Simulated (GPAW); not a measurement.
The system is AgCl (Chlorargyrite).

```
Ag Cl
1.0
     0.00000    2.73500    2.73500
     2.73500    0.00000    2.73500
     2.73500    2.73500    0.00000
Ag Cl
1 1
Cartesian
  0.0000 0.0000 0.0000
  2.7350 2.7350 2.7350
```

Base run:

| Item | Value |
| --- | --- |
| Program | GPAW 26.7.0 |
| Functional | r2SCAN |
| Potentials or basis | GPAW PAW data sets (gpaw-data 1.2.1) |
| Cutoff | 600 eV |
| Basis | pw |
| k mesh | 8 × 8 × 8 |
| Occupations | fermi-dirac, width 0.05 eV |
| Spin | no spin polarisation |

Its results: band gap on the k mesh 1.43 eV, indirect (least direct gap 3.87 eV); pressure 2.5 GPa.

Question: The run is repeated on the same cell with these changes: functional from r2SCAN to PBE; cutoff from 600 eV to 450 eV; k mesh from 8 × 8 × 8 to 7 × 7 × 7. What comes out?

Answer: Band gap on the k mesh 0.97 eV, indirect (least direct gap 3.37 eV); pressure 3.5 GPa.

Several settings changed at once, so the effect can't be laid on one alone.

Caveats: the PAW data sets were made with another functional, which shifts forces and pressure a little (some runs); the cutoff is short for stress and forces, so pressures can be off by a GPa or more (some runs); an odd mesh through Γ misses points on the zone boundary, where band edges often lie (some runs).
